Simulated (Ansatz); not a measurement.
# CsCl: a single-point run

The task is a single-point run on CsCl. The structure is shown as the input types it.

Program: Ansatz 0.2.0. Level of theory: density functional or hybrid calculation with the settings of its input, plane waves (as first typed). These are calculated values, not measurements.

4 further runs of the same task are left out: 4 that didn't finish.

### Step 1. The starting structure

It takes space group Pm-3m (No. 221, cubic). Conventional cell: a = 4.141 Å, b = 4.141 Å, c = 4.141 Å, α = 90.00°, β = 90.00°, γ = 90.00°. Cs (site symmetry m-3m) is surrounded by 8 Cl at 3.59 Å. Cl (site symmetry m-3m) is surrounded by 8 Cs at 3.59 Å.

Structure file:

```cif
data_structure
_symmetry_space_group_name_H-M 'P 1'
_symmetry_Int_Tables_number 1
_cell_length_a 4.1407
_cell_length_b 4.1407
_cell_length_c 4.1407
_cell_angle_alpha 90.000
_cell_angle_beta 90.000
_cell_angle_gamma 90.000
_cell_volume 70.99
loop_
_atom_site_label
_atom_site_type_symbol
_atom_site_fract_x
_atom_site_fract_y
_atom_site_fract_z
_atom_site_occupancy
Cs1 Cs 0.00000 0.00000 0.00000 1
Cl1 Cl 0.50000 0.50000 0.50000 1
```

### Step 2. Input and run

input.yaml reads:

```yaml
crystal:
  lattice:
    - [4.1406758806, 0.0, 0.0]
    - [0.0, 4.1406758806, 0.0]
    - [0.0, 0.0, 4.1406758806]
  atoms:
    - { symbol: Cs, position: [0.0, 0.0, 0.0] }
    - { symbol: Cl, position: [0.5, 0.5, 0.5] }
kpoints:
  mp_grid: { grid: [4, 4, 4] }
hamiltonian:
  xc: pbe
scf:
  occupations: { method: fixed }
  n_extra_bands: 4
  max_iter: 91
output:
  forces: true
  stress: true
  eigenvalues: true
basis:
  ecutwfc: 40
```

On the command line:

```bash
$ ansatz run input.yaml --threads 4 --pin off --max-ram 3686MiB --backend cpu --events-out ev --progress --plain --runs-dir out
```

Q: Will this input give a usable result? If not, why, and what should change?

The program finished normally, with warnings (cutoff below recommended). Its log warns: «basis.ecutwfc = 40 eV is below the records' recommended 420 eV ...»

In the input, basis.ecutwfc is 40. The cutoff lies far under what these potentials need. The potentials' recommended cutoff is 420 eV.

The test: delete basis.ecutwfc (the default then holds).
